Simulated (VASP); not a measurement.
# TiCo in VASP: convergence with SIGMA

Crystal: TiCo.

```xyz
2
Lattice="2.9861 0.0000 0.0000 0.0000 2.9861 0.0000 0.0000 0.0000 2.9861" Properties=species:S:1:pos:R:3 pbc="T T T"
Co    1.4931    1.4931    1.4931
Ti    0.0000    0.0000    0.0000
```

The cell comes from a database or a generator and needn't be the stable form of this composition.

- Program: VASP 6.6.1
- Task: single point
- Functional: PBE
- Potentials or basis: VASP PAW PBE potentials, release 64 (Co, Ti)
- Cutoff: 500 eV
- k mesh: 9 × 9 × 9
- Occupations: gaussian, width 0.3 eV
- Spin: collinear spin, ferromagnetic start
- Starting moments: [2.0, 1.0] μB

These are the settings of the first run; the series varies SIGMA, with any setting tied to it.

Hardware: 1 thread of AMD EPYC 9R45 96-Core Processor (Zen 5), with other jobs on the host.

Q: The values tried are 0.3 eV, 0.2 eV, 0.15 eV, 0.1 eV, 0.05 eV, 0.02 eV, 0.01 eV, loosest first. From which on does the largest site moment stay within 0.02 μB of the tightest run that finished?

A: From 0.05 eV on.

| SIGMA | energy less the tightest run, at zero smearing (meV/atom) | pressure (GPa) | largest site moment (μB) | SCF cycles | CPU time (s) | peak memory (GiB) |
| --- | --- | --- | --- | --- | --- | --- |
| 0.3 eV | -0.42 | -2.03 | 0.83 | 19 | 17 | 0.13 |
| 0.2 eV | -0.26 | -2.05 | 0.87 | 18 | 16 | 0.13 |
| 0.15 eV | 0.07 | -1.88 | 0.89 | 19 | 17 | 0.13 |
| 0.1 eV | 0.18 | -2.03 | 0.90 | 19 | 17 | 0.13 |
| 0.05 eV | 0.02 | -2.00 | 0.91 | 18 | 16 | 0.13 |
| 0.02 eV | -0.02 | -1.79 | 0.93 | 19 | 17 | 0.13 |
| 0.01 eV | 0.00 | -1.51 | 0.93 | 19 | 17 | 0.13 |

Against the tightest run, the energy stays within 1 meV/atom from 0.3 eV on. Not settled before the last step: the pressure (to 0.1 GPa). Narrower smearing needs a denser k mesh, so at a fixed mesh the narrowest width isn't the most accurate. The tightest run that finished is the yardstick and may itself not be fully converged.
